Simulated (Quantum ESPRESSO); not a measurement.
The system is La2O3.

```xyz
5
Lattice="3.9308 0.0000 0.0000 -1.9654 3.4042 0.0000 0.0000 0.0000 6.1120" Properties=species:S:1:pos:R:3 pbc="T T T"
La    0.0000    2.2694    1.5050
La    1.9654    1.1347    4.6070
O     0.0000    0.0000    0.0000
O     0.0000    2.2694    3.9477
O     1.9654    1.1347    2.1643
```

The cell is a database's computed one.

* Program: Quantum ESPRESSO 7.5
* Task: phonons
* Functional: PBE
* Potentials or basis: GBRV 1.5 PBE
* Cutoff: 612 eV
* Density cutoff: 4898 eV
* k mesh: 4 × 4 × 2, shifted
* Occupations: fermi-dirac, width 0.05 eV
* Spin: no spin polarisation
* Target pressure: -3 GPa
* Mixing beta: 0.5
* Most SCF iterations: 120
* SCF threshold: 1e-09 Ry

The cell and the atoms were relaxed first at -3 GPa, to 17.17 Å³/atom (a = 3.969 Å, b = 3.969 Å, c = 6.294 Å, α = 90.00°, β = 90.00°, γ = 120.00°), and the response was taken there.

The first run showed a gap, so the response started from a second, tighter run with fixed occupations.

**Question.** Where do the zone-centre optical modes lie?

**Answer.** Eg at 93 cm⁻¹ (Raman); Eu at 140 cm⁻¹ (IR); A2u at 155 cm⁻¹ (IR); A1g at 172 cm⁻¹ (Raman); Eu at 331 cm⁻¹ (IR); Eg at 368 cm⁻¹ (Raman); A1g at 374 cm⁻¹ (Raman); A2u at 415 cm⁻¹ (IR). Polar modes are given without the macroscopic field (transverse values).

Optical modes at Γ, degenerate ones joined, polar ones without the macroscopic field:
```csv
cm⁻¹,components,symmetry,active in,"IR intensity, summed ((D/Å)²/amu)"
93,2,Eg,Raman,0.00
140,2,Eu,IR,44.85
155,1,A2u,IR,30.21
172,1,A1g,Raman,0.00
331,2,Eu,IR,34.19
368,2,Eg,Raman,0.00
374,1,A1g,Raman,0.00
415,1,A2u,IR,2.27
```

Zone-centre frequencies without and with the macroscopic field along z (cm⁻¹):
|  | optical modes in rising order |
| --- | --- |
| without | 93 93 140 140 155 172 331 331 368 368 374 415 |
| with the field | 93 93 140 140 172 331 331 368 368 374 376 480 |

Caveat: the k mesh is coarse (spacing up to 0.51 Å⁻¹), so the values aren't converged; the cell is more than 3 GPa from zero pressure, which shifts response properties.
